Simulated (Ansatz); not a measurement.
input.yaml

```yaml
crystal:
  lattice:
    - [2.7505197784, 0.0, 0.0]
    - [-1.3752598892, 2.3820200017, 0.0]
    - [0.0, 0.0, 9.763975754]
  atoms:
    - { symbol: Al, position: [0.0, 0.0, 0.0] }
    - { symbol: Al, position: [0.33333333, 0.66666667, 0.25] }
    - { symbol: Al, position: [0.0, 0.0, 0.5] }
    - { symbol: Al, position: [0.66666667, 0.33333333, 0.75] }
basis:
  ecutwfc: 420
kpoints:
  mp_grid: { grid: [18, 18, 6] }
hamiltonian:
  xc: pbe
scf:
  occupations: { method: gaussian, width: 0.1 }
output:
  forces: true
  stress: true
  eigenvalues: true
```

Launched with
```bash
ansatz run input.yaml --threads 1 --pin off --max-ram 1331MiB --backend cpu --events-out ev --progress --plain --runs-dir out
```

Method: Ansatz 0.2.0, DFT PBE, scalar-relativistic, plane waves, PAW.

From the run's log, abridged (iterations and final results):

```
SCF iter   1: F=—  HF=-2149.875354 eV  |F-HF|=—  |Δ(HF+E_count)|=         —  Δρ=1.26e-3  dr2=1.22e-3  ethr=1.77e-3  ⟨swp⟩=7.0  Hψ=12664  notcnv=0  defer=1
SCF iter   2: F=—  HF=-2149.875389 eV  |F-HF|=—  |Δ(HF+E_count)|=   3.47e-5  Δρ=7.28e-4  dr2=4.18e-4  ethr=1.01e-5  ⟨swp⟩=1.4  Hψ=2773  notcnv=0  defer=1
SCF iter   3: F=—  HF=-2149.875339 eV  |F-HF|=—  |Δ(HF+E_count)|=   5.01e-5  Δρ=1.08e-4  dr2=7.69e-6  ethr=3.48e-6  ⟨swp⟩=1.9  Hψ=2005  notcnv=0  defer=1
SCF iter   4: F=—  HF=-2149.875356 eV  |F-HF|=—  |Δ(HF+E_count)|=   1.76e-5  Δρ=4.61e-5  dr2=1.52e-6  ethr=6.41e-8  ⟨swp⟩=1.0  Hψ=1448  notcnv=0  defer=1
SCF iter   5: F=—  HF=-2149.875356 eV  |F-HF|=—  |Δ(HF+E_count)|=   3.16e-8  Δρ=1.25e-5  dr2=2.92e-7  ethr=1.27e-8  ⟨swp⟩=2.2  Hψ=2053  notcnv=0  defer=1
SCF iter   6: F=-2149.875356 eV  HF=-2149.875356 eV  |F-HF|=1.05e-9  |Δ(HF+E_count)|=   5.56e-8  Δρ=2.59e-6  dr2=4.43e-9  ethr=8.33e-10  ⟨swp⟩=5.3  Hψ=6154  notcnv=0
SCF 1 converged in 6 iterations: F = -2149.875356 eV  dr2 = 4.43e-9
SCF converged after 6 iterations
Free energy (F): -2149.875356 eV
Harris-Foulkes:  -2149.875356 eV  (|F-HF|=1.05e-9)
Internal energy: -2149.867265 eV  (E = F + TS)
E sigma→0 (E₀):  -2149.871311 eV
Entropy (-TS):   -0.008092 eV (-2.023 meV/atom)
Fermi energy:    8.235186 eV
--- Per-component energies (eV) ---
  E_band       = 45.069322
  E_kinetic    = 93.170739
  E_local      = 40.903011  (includes V_loc(G=0)·N_el)
  E_nonlocal   = 41.824276
  E_hartree    = 0.528240
  E_xc         = -159.825534
  E_vxc        = -116.981148  (∫ρ·V_xc dr)
  E_paw        = -1869.649383  (= ΣΔE_a)
  E_vpaw       = -14.904065  (= ΣTr[D̂ρ^β])
  E_aug_tail   = -0.000008  (compensation charges beyond the density's cutoff)
  E_ewald      = -296.818605
  E_smearing   = -0.008092  (= −TS)
--- Forces (eV/Å), atoms counted from 1 ---
  atom   1  Al     0.00000000     0.00000000     0.00000000
  atom   2  Al     0.00000000     0.00000000     0.00000000
  atom   3  Al     0.00000000     0.00000000     0.00000000
  atom   4  Al     0.00000000     0.00000000     0.00000000
--- Stress (GPa, compression-positive) ---
        5.857322       0.000000       0.000000
        0.000000       5.857322       0.000000
        0.000000       0.000000      -0.561789
  P = ⅓ Tr σ = 3.7176 GPa (37.176 kbar)
--- Band table (eV; the first three rows and the last of 148) ---
  k-point 0: bands = ["-3.0782", "-1.5396", "-1.5353", "2.8347", "3.1549", "10.2649", "10.2703", "19.1004", "20.2912", "20.4445"]
  k-point 1: bands = ["-3.0351", "-2.0064", "-0.9853", "2.0284", "4.0377", "8.8813", "11.7176", "17.9613", "20.4753", "20.4753"]
  k-point 2: bands = ["-2.9061", "-2.3913", "-0.3509", "1.1589", "5.1364", "7.5620", "13.2259", "16.3772", "20.5633", "20.5633"]
  k-point 147: bands = ["5.5495", "5.5495", "5.5977", "5.5977", "5.7638", "5.7638", "8.0453", "8.0453", "8.9893", "8.9893"]
```

Self-consistency was reached.